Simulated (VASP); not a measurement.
Write the native input for VASP 6.6.1 that does the following.

| Item | Value |
| --- | --- |
| Task | single point |
| Functional | PBE |
| Potentials or basis | VASP PAW PBE potentials, release 64 (Ta_pv, C) |
| Cutoff | 520 eV |
| k mesh | 3 × 3 × 3 |
| Occupations | methfessel-paxton, width 0.15 eV |
| Spin | no spin polarisation |
| Dipole correction | no |
| Further INCAR settings | LREAL = Auto; ALGO = Fast; EDIFF = 1e-06; NBANDS = 71 |

The structure of Ta8C7 (a cell with a defect) lies in POSCAR:

```
Ta8C7
1.0
    0.0000000000      4.4626960000      4.4626960000
    4.4626960000      0.0000000000      4.4626960000
    4.4626960000      4.4626960000      0.0000000000
Ta C
8 7
Direct
    0.0054891707      0.0084259605     -0.0161535762
    0.0054895068      0.0084256243      0.5001396017
   -0.0035506564      0.5047990049     -0.0016733159
   -0.0457336776      0.5469831465      0.4983260119
    0.5018632235     -0.0006157713     -0.0016729797
    0.5440464688     -0.0427996888      0.4983274684
    0.4928235085      0.4957580575      0.0128064963
    0.4928237326      0.4957576093      0.4965138786
    0.2491546590      0.2520898802      0.4983284768
    0.2456451212      0.7644400380      0.2439082788
    0.2526675579      0.7397426354      0.7527457618
    0.7615043687      0.2485805665      0.2439082788
    0.7368078623      0.2556030032      0.7527453136
    0.7491562275      0.7520916728      0.2250629440
    0.7491564516      0.7520916728      0.7715906483
```

These files were run (other wordings do the same):

INCAR

```
ALGO = Fast
EDIFF = 1E-6
ENCUT = 520
GGA = PE
ISIF = 2
ISMEAR = 1
LASPH = True
LCHARG = False
LREAL = Auto
LWAVE = False
NBANDS = 71
NELM = 100
PREC = Accurate
SIGMA = 0.15
```

KPOINTS

```
k-points
0
Gamma
  3 3 3
```

Potentials or basis: VASP PAW PBE potentials, release 64 (Ta_pv, C).

Run with:

```console
$ cat potpaw_PBE.64/Ta_pv/POTCAR potpaw_PBE.64/C/POTCAR > POTCAR
$ mpirun -np 1 vasp_std > vasp.out
```

It gave:

```
Pressure               : 10.1 GPa
Largest force          : 0.052 eV/Å
Band gap on the k mesh : none (metal or under the smearing width)
```

Caveat: the k mesh is coarse (spacing up to 0.41 Å⁻¹), so the values aren't converged.

Wall time 4.5 min on 1 thread of Intel(R) Xeon(R) Platinum 8259CL CPU @ 2.50GHz (Skylake/Cascade Lake) (shared host), peak memory 0.36 GiB.
